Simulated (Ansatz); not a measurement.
Take a crystal in which S has been replaced by Se on all its sites, with the cell rescaled by a rough guess (in some cases also distorted within its space group) and nothing relaxed:

```
In Se
1.0
     4.92791    0.00000    0.00000
     0.00000    4.92791    0.00000
     0.00000    0.00000    4.92791
In Se
3 1
Cartesian
  0.0000 2.4640 2.4640
  2.4640 2.4640 0.0000
  2.4640 0.0000 2.4640
  0.0000 0.0000 0.0000
```

The calculation used Ansatz, DFT PBE, scalar-relativistic, plane waves, PAW.

Cutoff 420 eV; k points 8×8×8 on the computed 4-atom cell (Γ-centred); Gaussian smearing, width 0.10 eV; no spin polarisation.

Question: Will this cell want to expand or contract, and how hard?

Answer: The pressure is -2.4 GPa (positive in compression), so the cell would contract.

Question: Is it a metal on this mesh?

Answer: Yes, a band crosses the Fermi level.

Question: What is its energy against the elements in their standard states?

Answer: -0.104 eV/atom at this unrelaxed geometry, with the elements in the same functional.

Spin polarisation was left out, and a magnetic state may lie lower.